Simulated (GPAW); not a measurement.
# Near-edge structure at the P K edge of zinc-blende (GaP)₁₋ₓ(InP)ₓ at x = 0.875, part 2 of 2

What does the P K edge look like in zinc-blende (GaP)₁₋ₓ(InP)ₓ at x = 0.875?

GPAW 26.7.0; X-ray absorption from dipole matrix elements to empty bands, plane-wave PAW PBE.

So far. Step 3 (Ground state of the crystal): The mesh shows a gap of 0.67 eV. The excited electron is kept all the same, so that all members of the series, with or without a gap, are treated alike.

### 5. Spectrum with XCH, P atom 2

The holes are 8.2 Å apart. In GPAW the data set carries the hole's charge, so charge=0 means a charged cell and charge=-1 a neutral one. The excited electron is kept in the cell, where it fills the lowest empty states and screens the hole. After the field has converged, empty bands are computed with the density fixed and the dipole matrix elements are summed.

The absorber has 1 Ga at 2.42 Å and 3 In at 2.55 Å (distorted tetrahedral).

The input, xas.py:

```python
import numpy as np
from ase import Atoms
from ase.parallel import parprint, paropen
from gpaw import GPAW, PW, FermiDirac, Mixer, MixerDif, setup_paths
from gpaw.test import gen
setup_paths.insert(0, '.')
gen('P', name='fch1s', xcname='PBE', corehole=(1, 0, 1), write_xml=True)
from gpaw.mpi import world
world.barrier()

atoms = Atoms('InPInPGaPInPInPInPInPInP',
    cell=[[0, 5.81675, 5.81675],
     [5.81675, 0, 5.81675],
     [5.81675, 5.81675, 0]],
    scaled_positions=[[0.9982712, 0.0005128, 0.9992581],
     [0.1188162, 0.1392837, 0.1196318],
     [0.0000241, 0.9997914, 0.4990717],
     [0.1251816, 0.1250618, 0.6240307],
     [0.9999744, 0.4994676, 0.0011709],
     [0.1187686, 0.6206644, 0.1214556],
     [0.0007522, 0.5006825, 0.5010146],
     [0.120862, 0.6199875, 0.640556],
     [0.4984095, 0.998127, 0.9996229],
     [0.6231297, 0.123346, 0.1252104],
     [0.5000034, 0.9990468, 0.5001141],
     [0.6245925, 0.1250775, 0.6242439],
     [0.4986464, 0.4986037, 0.9999725],
     [0.6396384, 0.6186628, 0.1187198],
     [0.5005215, 0.5004897, 0.4979614],
     [0.6252957, 0.6244278, 0.624649]],
    pbc=True)
atoms.calc = calc = GPAW(legacy_gpaw=True, mode=PW(400, force_complex_dtype=True), xc='PBE', setups={1: 'fch1s'},
    kpts={'size': (3, 3, 3), 'gamma': True}, occupations=FermiDirac(0.04),
    charge=-1, mixer=Mixer(0.1, 5, 50), maxiter=150,
    convergence={'density': 0.0001, 'eigenstates': 1e-6}, txt='scf.txt')
energy = atoms.get_potential_energy() + calc.get_reference_energy()
ef = calc.get_fermi_level()
out = dict(energy=energy, fermi=ef, forces=atoms.get_forces().tolist())
parprint(f'all-electron energy {energy:.4f} eV, Fermi level {ef:.4f} eV')
ev = np.array([[calc.get_eigenvalues(k, s) for k in range(len(calc.get_ibz_k_points()))] for s in range(calc.get_number_of_spins())])
out['homo'], out['lumo'], out['counts'] = ev[ev < ef].max(), ev[ev > ef].min(), sorted(set((ev < ef).sum((0, 2)).tolist()))
out['filled'] = (ev[:, 0] < ef).sum(1).tolist()

from ase.units import Ha
from gpaw.xas import dipole_matrix_elements
nb = int(calc.get_number_of_electrons() / 2) + 201
top, nb = nb, nb + 8 + nb // 12
nscf = calc.fixed_density(kpts={'size': (4, 4, 4), 'gamma': True}, nbands=nb,
    convergence={'bands': top, 'eigenstates': 5e-3}, maxiter=60, txt='nscf.txt')
cell = atoms.cell.array
ops = [cell.T @ U.T @ np.linalg.inv(cell.T) for U in nscf.wfs.kd.symmetry.op_scc]
filled = [67]  # bands filled in the ground state, by spin
E = np.arange(-6, 30, 0.1)
fwhm = np.interp(E, [4, 25], [0.9, 3.5])
Y, X, zero, highest = 0, 0, 1e9, 1e9
for spin in range(nscf.get_number_of_spins()):
    wfs = nscf.wfs
    mine = wfs.bd.get_slice()  # this rank's bands
    A = dipole_matrix_elements(wfs.setups[1])
    eps = np.zeros((wfs.kd.nibzkpts, nb))
    d = np.zeros((3, A.shape[1], wfs.kd.nibzkpts, nb), complex)
    for kpt in wfs.kpt_u:
        if kpt.s == spin and 1 in kpt.P_ani:
            eps[kpt.k, mine] = kpt.eps_n * Ha
            d[:, :, kpt.k, mine] = (kpt.weight * wfs.nspins / 2) ** 0.5 * np.inner(A, kpt.P_ani[1])
    world.sum(eps)
    world.sum(d)
    T = np.einsum('amkn,bmkn->abkn', d, d.conj()).real
    T = sum(np.einsum('ai,ijkn,bj->abkn', R, T, R) for R in ops) / len(ops)
    empty = np.ones_like(eps, bool) & (np.arange(nb) >= filled[spin])
    zero, highest = min(zero, eps[empty].min()), min(highest, eps[:, top - 1].min())
    lines = [(eps, T, empty)] if spin == 0 else lines + [(eps, T, empty)]
for eps, T, empty in lines:
    f = np.einsum('aakn->akn', T).reshape(3, -1)
    x = eps.ravel() - zero
    w = np.interp(x, E, fwhm) / 2.35482
    g = np.exp(-0.5 * ((E[:, None] - x) / w) ** 2) / (w * (2 * np.pi) ** 0.5)
    Y = Y + (f * empty.ravel()) @ g.T
    X = X + (f * ~empty.ravel()) @ g.T
out.update(E=E.round(2).tolist(), xas=Y.tolist(), xes=X.tolist(), zero=zero, valid=highest - zero, nk=len(eps), nb=nb)
for i in range(0, len(E), 10):
    parprint(f'{E[i]:7.2f}', *(f'{v:10.3e}' for v in Y[:, i]))
import json
with paropen('out.json', 'w') as f:
    json.dump(out, f)
```

Command:

```bash
$ OMP_NUM_THREADS=1 mpirun -n 4 gpaw python xas.py
```

Numbers of over 12 decimals in the logs are rounded to 6 here.

The program printed:

```text
Input parameters:
  charge: -1
  convergence: {density: 0.0001,
                eigenstates: 1e-06}
  kpts: {gamma: True,
         size: (3, 3, 3)}
  maxiter: 150
  mixer: {backend: pulay,
          beta: 0.1,
          method: separate,
          nmaxold: 5,
          weight: 50}
  mode: {ecut: 400.0,
         force_complex_dtype: True,
         name: pw}
  occupations: {fixmagmom: False,
                name: fermi-dirac,
                width: 0.04}
  setups: {1: fch1s}
  xc: PBE

Initialize ...

[... PAW data sets ...]

Reference energy: -1244969.890535  # eV

Spin-paired calculation

[... convergence settings ...]
Symmetries present (total): 1
  [... symmetry matrices ...]

27 k-points: 3 x 3 x 3 Monkhorst-Pack grid
14 k-points in the irreducible part of the Brillouin zone
       k-points in crystal coordinates                weights
   0:     0.00000000    0.00000000    0.00000000          1/27
   1:     0.00000000    0.00000000    0.33333333          2/27
   2:     0.00000000    0.33333333   -0.33333333          2/27
   3:     0.00000000    0.33333333    0.00000000          2/27
   4:     0.00000000    0.33333333    0.33333333          2/27
   5:     0.33333333   -0.33333333   -0.33333333          2/27
   6:     0.33333333   -0.33333333    0.00000000          2/27
   7:     0.33333333   -0.33333333    0.33333333          2/27
   8:     0.33333333    0.00000000   -0.33333333          2/27
   9:     0.33333333    0.00000000    0.00000000          2/27
          ...
  13:     0.33333333    0.33333333    0.33333333          2/27

Wave functions: Plane wave expansion
  Cutoff energy: 400.000 eV
  Number of coefficients (min, max): 7119, 7150
  Pulay-stress correction: 0.000000 eV/Ang^3 (de/decut=0.000000)
  Using FFTW library
  Wavefunction extrapolation:
    Improved wavefunction reuse through dual PAW basis

Occupation numbers: Fermi-Dirac:
  width: 0.0400  # eV

Eigensolver
   Davidson(niter=2)

Densities:
  Coarse grid: 40*40*40 grid
  Fine grid: 80*80*80 grid
  Total Charge: 0.000000

Density mixing:
  Method: separate
  Backend: pulay
  Linear mixing parameter: 0.1
  old densities: 5
  Width of damping distribution: 1.1
  Damping of long wavelength oscillations: 50

[... Hamiltonian set-up ...]
Number of atoms: 16
Number of atomic orbitals: 99
Number of bands in calculation: 85
Number of valence electrons: 135
Bands to converge: occupied

... initialized

Initializing position-dependent things.

Density initialized from atomic densities
Creating initial wave functions:
  85 bands from LCAO basis set

                                     In
              Ga        In  In
                         P
                              In
                P
                     In
                  P
                          In
         P              P

              P    In
                P

       P

Atomic positions and initial magnetic moments

Positions:
   0 In     5.815417   11.619129    5.809677    ( 0.0000,  0.0000,  0.0000)
   1 P      1.506047    1.386992    1.501303    ( 0.0000,  0.0000,  0.0000)
   2 In     8.718512    2.903115    5.815677    ( 0.0000,  0.0000,  0.0000)
   3 P      4.357284    4.357981    1.455603    ( 0.0000,  0.0000,  0.0000)
   4 Ga     2.912089    5.823412    8.721879    ( 0.0000,  0.0000,  0.0000)
   5 P      4.316727    1.397324    4.301097    ( 0.0000,  0.0000,  0.0000)
   6 In     5.826622    2.918652    2.916720    ( 0.0000,  0.0000,  0.0000)
[...]
13 P      4.289170    4.411180    7.319224    ( 0.0000,  0.0000,  0.0000)
  14 In     5.807740    5.807925    5.822632    ( 0.0000,  0.0000,  0.0000)
  15 P      7.265567    7.270616    7.269329    ( 0.0000,  0.0000,  0.0000)

Unit cell:
           periodic     x           y           z      points  spacing
  1. axis:    yes    0.000000    5.816750    5.816750    40     0.1679
  2. axis:    yes    5.816750    0.000000    5.816750    40     0.1679
  3. axis:    yes    5.816750    5.816750    0.000000    40     0.1679

  Lengths:   8.226127   8.226127   8.226127
  Angles:   60.000000  60.000000  60.000000

Effective grid spacing dv^(1/3) = 0.1832

iter:   1   -85.194019
iter:   2   -82.263555   -1.60  -1.09
iter:   3   -78.685790   -1.22  -1.15
iter:   4   -78.899835   -2.18  -1.42
iter:   5   -78.570045   -2.26  -1.44
iter:   6   -78.518849   -2.96  -1.88
iter:   7   -78.510754c  -3.41  -2.16
iter:   8   -78.511205c  -4.09  -2.80
iter:   9   -78.509598c  -4.56  -2.75
iter:  10   -78.509731c  -5.10  -3.17
iter:  11   -78.509542c  -5.59  -3.21
iter:  12   -78.509537c  -6.54c -3.65
iter:  13   -78.509544c  -6.40c -3.72
iter:  14   -78.509541c  -7.53c -4.28c

Converged after 14 iterations.

Dipole moment: (-21.681721, -23.845795, -21.607445) |e|*Ang

Energy contributions relative to reference atoms: (reference = -1244969.890535)

Kinetic:       +208.675519
Potential:     -194.897433
External:        +0.000000
XC:             -94.363571
Entropy (-ST):   -0.015670
Local:           +2.083779
SIC:             +0.000000
--------------------------
Free energy:    -78.517376
Extrapolated:   -78.509541

Showing only first 2 kpts
 Kpt  Band  Eigenvalues  Occupancy
  0    65      4.81075    2.00000
  0    66      4.82341    2.00000
  0    67      5.09902    2.00000
  0    68      6.17659    1.99683

  1    65      4.55396    2.00000
  1    66      4.56234    2.00000
  1    67      5.95082    1.99999
[...]
Fermi level: 6.43435

No gap
No difference between direct/indirect transitions

Forces in eV/Ang:
  0 In   -0.43113   -0.22152   -0.41828
  1 P     0.06520   -0.06119    0.07319
  2 In    0.23792    0.42745   -0.42957
  3 P     0.02682   -0.01426    0.07264
  4 Ga    0.40341   -0.41794    0.41062
  5 P    -0.04220    0.07546   -0.00791
  6 In    0.03483   -0.06591    0.07645
[...]
13 P    -0.00596    0.01924   -0.07290
 14 In    0.06406   -0.09333    0.04372
 15 P    -0.01786    0.01855   -0.02117
Scalar-relativistic atomic PBE calculation for P (Phosphorus, Z=15)
Core hole in 1s state (1s occupation: 1.0)
450 radial gridpoints.
|------------------------------------------------|
|------------------------------------------------|
[... the atom generator's iteration count ...]

Energy contributions:
-------------------------
Kinetic:     +262.827971
XC:           -18.802338
Potential:   -506.301350
-------------------------
Total:       -262.275717

state      eigenvalue         ekin         rmax
-----------------------------------------------
1s^1.0 :   -82.638549   110.566952        0.067
2s^2.0 :    -7.880838    17.711957        0.400
2p^6.0 :    -6.208215    17.410471        0.328
3s^2.0 :    -0.985623     2.830847        1.423
3p^3.0 :    -0.622564     2.237529        1.549
-----------------------------------------------
(units: Bohr and Hartree)

Generating PAW setup
Kinetic energy of the core from tauc = 251.042791
Cutoffs:
rc(s)=1.800
rc(p)=1.800
rc(d)=1.800
rc(vbar)=1.620
rc(comp)=1.800
rc(nct)=1.800

Kinetic energy of the core states: 250.453690
Charge: 1.0
Core electrons: 9.0
Valence electrons: 5.0
Pseudo-core charge: 0.080239
Shape function alpha=3.086
Pseudo-electron charge 5.484265
state    eigenvalue         norm
--------------------------------
3s(2) :    -0.985623     1.194581
*s    :     0.014377
3p(3) :    -0.622564     1.004954
*p    :     0.377436
*d    :     0.000000
--------------------------------

Diagonalizing with gridspacing h=0.050

state   all-electron     PAW
-------------------------------
3s:      -0.985623    -0.986051
3p:      -0.622564    -0.622827
*d:                   -0.149877
*f:                   -0.018076
-------------------------------
all-electron energy -1245048.4001 eV, Fermi level 6.4344 eV
[...]
27.00  3.118e-06  3.122e-06  3.119e-06
  28.00  2.884e-06  2.890e-06  2.887e-06
  29.00  2.919e-06  2.924e-06  2.922e-06
```

Run time: 10 min. Hardware: 4 MPI ranks of Arm Neoverse V1, shared host; peak memory 0.92 GiB; 40 min of CPU time.

The P K spectrum, P atom 2, excited-electron core hole (neutral cell) (energy from the bottom of the conduction band, which holds the excited electron; intensity scaled to a mean of 1 over the first 20 eV):

```tsv
E (eV)	intensity
-2.00	0.00
-1.25	0.00
-0.50	0.00
0.25	0.08
1.00	0.76
1.75	1.65
2.50	1.73
3.25	1.46
4.00	2.08
4.75	1.25
5.50	1.10
6.25	1.48
7.00	1.28
7.75	1.04
8.50	1.00
9.25	0.73
10.00	0.60
10.75	0.65
11.50	0.78
12.25	0.96
13.00	1.06
13.75	1.04
14.50	0.96
15.25	0.86
16.00	0.77
16.75	0.69
17.50	0.64
18.25	0.64
19.00	0.70
19.75	0.75
20.50	0.77
21.25	0.78
22.00	0.81
22.75	0.88
23.50	0.98
24.25	1.05
25.00	1.07
25.75	1.03
26.50	0.95
27.25	0.87
28.00	0.83
28.75	0.83
```

Main maxima below 24 eV (height): 2.5 eV (1.73), 3.9 eV (2.10), 6.5 eV (1.53) and 13.2 eV (1.06). A K edge sees empty p states on the absorber.

The total-energy difference is 2155.58 eV. One term is added: -15.96 eV, since the hole is spin-paired here and a spin-polarised one costs that much less in the free atom (computed apart). The photon energy is then 2139.62 eV. The functional leaves an error of a few eV in such absolute values.

### 6. Reference energy of the cell

The absorbing element, whose data set is made anew, changes for the next run, so it gets a reference energy of its own.

The input, scf.py:

```python
import numpy as np
from ase import Atoms
from ase.parallel import parprint, paropen
from gpaw import GPAW, PW, FermiDirac, Mixer, MixerDif, setup_paths
from gpaw.test import gen
setup_paths.insert(0, '.')
gen('Ga', name='nch1s', xcname='PBE', corehole=(1, 0, 0), write_xml=True)
from gpaw.mpi import world
world.barrier()

atoms = Atoms('InPInPGaPInPInPInPInPInP',
    cell=[[0, 5.81675, 5.81675],
     [5.81675, 0, 5.81675],
     [5.81675, 5.81675, 0]],
    scaled_positions=[[0.9982712, 0.0005128, 0.9992581],
     [0.1188162, 0.1392837, 0.1196318],
     [0.0000241, 0.9997914, 0.4990717],
     [0.1251816, 0.1250618, 0.6240307],
     [0.9999744, 0.4994676, 0.0011709],
     [0.1187686, 0.6206644, 0.1214556],
     [0.0007522, 0.5006825, 0.5010146],
     [0.120862, 0.6199875, 0.640556],
     [0.4984095, 0.998127, 0.9996229],
     [0.6231297, 0.123346, 0.1252104],
     [0.5000034, 0.9990468, 0.5001141],
     [0.6245925, 0.1250775, 0.6242439],
     [0.4986464, 0.4986037, 0.9999725],
     [0.6396384, 0.6186628, 0.1187198],
     [0.5005215, 0.5004897, 0.4979614],
     [0.6252957, 0.6244278, 0.624649]],
    pbc=True)
atoms.calc = calc = GPAW(legacy_gpaw=True, mode=PW(400, force_complex_dtype=True), xc='PBE', setups={4: 'nch1s'},
    kpts={'size': (3, 3, 3), 'gamma': True}, occupations=FermiDirac(0.02),
    charge=0, mixer=Mixer(0.1, 5, 50), maxiter=150,
    convergence={'density': 0.0001, 'eigenstates': 1e-6}, txt='scf.txt')
energy = atoms.get_potential_energy() + calc.get_reference_energy()
ef = calc.get_fermi_level()
out = dict(energy=energy, fermi=ef, forces=atoms.get_forces().tolist())
parprint(f'all-electron energy {energy:.4f} eV, Fermi level {ef:.4f} eV')
ev = np.array([[calc.get_eigenvalues(k, s) for k in range(len(calc.get_ibz_k_points()))] for s in range(calc.get_number_of_spins())])
out['homo'], out['lumo'], out['counts'] = ev[ev < ef].max(), ev[ev > ef].min(), sorted(set((ev < ef).sum((0, 2)).tolist()))
out['filled'] = (ev[:, 0] < ef).sum(1).tolist()
import json
with paropen('out.json', 'w') as f:
    json.dump(out, f)
```

Command:

```bash
$ OMP_NUM_THREADS=1 mpirun -n 4 gpaw python scf.py
```

The program printed:

```text
Input parameters:
  convergence: {density: 0.0001,
                eigenstates: 1e-06}
  kpts: {gamma: True,
         size: (3, 3, 3)}
  maxiter: 150
  mixer: {backend: pulay,
          beta: 0.1,
          method: separate,
          nmaxold: 5,
          weight: 50}
  mode: {ecut: 400.0,
         force_complex_dtype: True,
         name: pw}
  occupations: {fixmagmom: False,
                name: fermi-dirac,
[...]
4s(2) :    -0.328732     1.135119
*s    :     0.671268
4p(1) :    -0.094810     1.011555
*p    :     0.905190
*d    :     0.000000
--------------------------------

Diagonalizing with gridspacing h=0.050

state   all-electron     PAW
-------------------------------
4s:      -0.328732    -0.328886
4p:      -0.094810    -0.094897
*d:                    0.028969
*f:                    0.063419
-------------------------------
all-electron energy -1247203.9842 eV, Fermi level 5.2627 eV
[key lines of the parts left out:]
Converged after 14 iterations.
Dipole moment: (-21.599545, -23.804484, -21.520945) |e|*Ang
Free energy:    -68.065074
Fermi level: 5.26270
```

Elapsed: 87 s, on 4 MPI ranks; peak memory 0.37 GiB; 5.8 min of CPU time.

Reference energy: -1247203.984 eV with the cores included.

### 7. Spectrum with XCH, Ga atom 5

The holes are 8.2 Å apart. The excited electron is kept in the cell, where it fills the lowest empty states and screens the hole. After the field has converged, empty bands are computed with the density fixed and the dipole matrix elements are summed.

The absorber has 4 P at 2.42 Å (tetrahedral).

Changes to xas.py since step 5:

```diff
@@ -6,3 +6,3 @@
 setup_paths.insert(0, '.')
-gen('P', name='fch1s', xcname='PBE', corehole=(1, 0, 1), write_xml=True)
+gen('Ga', name='fch1s', xcname='PBE', corehole=(1, 0, 1), write_xml=True)
 from gpaw.mpi import world
@@ -31,3 +31,3 @@
     pbc=True)
-atoms.calc = calc = GPAW(legacy_gpaw=True, mode=PW(400, force_complex_dtype=True), xc='PBE', setups={1: 'fch1s'},
+atoms.calc = calc = GPAW(legacy_gpaw=True, mode=PW(400, force_complex_dtype=True), xc='PBE', setups={4: 'fch1s'},
     kpts={'size': (3, 3, 3), 'gamma': True}, occupations=FermiDirac(0.04),
@@ -53,3 +53,3 @@
 E = np.arange(-6, 30, 0.1)
-fwhm = np.interp(E, [4, 25], [0.9, 3.5])
+fwhm = np.interp(E, [4, 25], [1.82, 3.5])
 Y, X, zero, highest = 0, 0, 1e9, 1e9
@@ -58,3 +58,3 @@
     mine = wfs.bd.get_slice()  # this rank's bands
-    A = dipole_matrix_elements(wfs.setups[1])
+    A = dipole_matrix_elements(wfs.setups[4])
     eps = np.zeros((wfs.kd.nibzkpts, nb))
@@ -62,5 +62,5 @@
     for kpt in wfs.kpt_u:
-        if kpt.s == spin and 1 in kpt.P_ani:
+        if kpt.s == spin and 4 in kpt.P_ani:
             eps[kpt.k, mine] = kpt.eps_n * Ha
-            d[:, :, kpt.k, mine] = (kpt.weight * wfs.nspins / 2) ** 0.5 * np.inner(A, kpt.P_ani[1])
+            d[:, :, kpt.k, mine] = (kpt.weight * wfs.nspins / 2) ** 0.5 * np.inner(A, kpt.P_ani[4])
     world.sum(eps)
```

Command:

```bash
$ OMP_NUM_THREADS=1 mpirun -n 4 gpaw python xas.py
```

The program printed:

```text
Input parameters:
  charge: -1
  convergence: {density: 0.0001,
                eigenstates: 1e-06}
  kpts: {gamma: True,
         size: (3, 3, 3)}
  maxiter: 150
  mixer: {backend: pulay,
          beta: 0.1,
          method: separate,
          nmaxold: 5,
          weight: 50}
  mode: {ecut: 400.0,
         force_complex_dtype: True,
         name: pw}
  occupations: {fixmagmom: False,
[...]
*p    :     0.585016
*d    :     0.000000
--------------------------------

Diagonalizing with gridspacing h=0.050

state   all-electron     PAW
-------------------------------
4s:      -0.719303    -0.719529
4p:      -0.414984    -0.415179
*d:                   -0.111571
*f:                   -0.022852
-------------------------------
all-electron energy -1236802.4925 eV, Fermi level 6.2936 eV
[...]
28.00  1.125e-07  1.125e-07  1.123e-07
  29.00  9.611e-08  9.611e-08  9.614e-08
[key lines of the parts left out:]
Converged after 16 iterations.
Dipole moment: (-21.741598, -23.941555, -21.637327) |e|*Ang
Free energy:    -76.016411
Fermi level: 6.29363
```

Wall time 10 min (4 MPI ranks); peak memory 0.9 GiB; 41 min of CPU time.

The Ga K spectrum, Ga atom 5, excited-electron core hole (neutral cell) (energy from the bottom of the conduction band, which holds the excited electron; intensity scaled to a mean of 1 over the first 20 eV):

```tsv
E (eV)	intensity
-2.0	0.00
-1.4	0.00
-0.8	0.01
-0.2	0.05
0.4	0.17
1.0	0.42
1.6	0.77
2.2	1.10
2.8	1.34
3.4	1.58
4.0	1.85
4.6	1.82
5.2	1.47
5.8	1.11
6.4	0.97
7.0	0.97
7.6	1.00
8.2	1.01
8.8	1.01
9.4	1.05
10.0	1.09
10.6	1.10
11.2	1.07
11.8	1.03
12.4	1.02
13.0	1.02
13.6	1.00
14.2	0.97
14.8	0.93
15.4	0.89
16.0	0.85
16.6	0.80
17.2	0.75
17.8	0.70
18.4	0.69
19.0	0.71
19.6	0.74
20.2	0.79
20.8	0.82
21.4	0.86
22.0	0.89
22.6	0.94
23.2	0.99
23.8	1.04
24.4	1.08
25.0	1.08
25.6	1.05
26.2	1.00
26.8	0.92
27.4	0.83
28.0	0.74
28.6	0.67
29.2	0.62
```

Main maxima below 28 eV (height): 4.2 eV (1.89), 10.4 eV (1.10) and 24.8 eV (1.08). 

The energy difference (zero at 10401 eV) isn't read as a photon energy: for so heavy an absorber the terms left out (the hole's spin, the functional's error) amount to tens of eV or more.

### 8. Results

| Item | Value |
| --- | --- |
| absorber and edge | P K, atom 2 of the ground-state input (counted from 1) |
| surroundings | 1 Ga at 2.42 Å and 3 In at 2.55 Å (distorted tetrahedral) |
| highest intensity below 16 eV | 3.9 eV above the zero, height 2.10 |
| photon energy of the zero, with the added terms | 2139.6 eV (raw 2155.6 eV; uncertain by a few eV) |

In words: The P K edge of atom 2, with 1 Ga at 2.42 Å and 3 In at 2.55 Å (distorted tetrahedral), has its highest intensity of the first 16 eV at 3.9 eV above the zero, near 2144 eV in photon energy (uncertain by a few eV), 2.1 times the mean level of the first 20 eV (Gaussian full width 0.9 eV up to 4 eV, rising linearly to 3.5 eV at 25 eV). The mesh is coarse (0.23 Å⁻¹ between points), so small maxima may be mesh ripples.

[Banner, clock and machine lines of the logs are left out without a mark of their own.]

[Logs are printed without paths, hosts, clocks, repeated set-up lines and the standing remarks that a program may print on its own settings, such as how far it seeks lower states.]

[Hosts, paths, dates, database ids (printed as entryN), source tags and the programs' standing remarks are cut or masked in the printed files.]

[Lists of maxima count a maximum above −3 eV only where it reaches 4 % of the highest in the window and stands out from its surroundings by 2 % of it (1.5 % where it reaches 55 %); shoulders and weaker maxima are passed over, and of the rest the first, up to two pre-edge ones and the few strongest are named.]
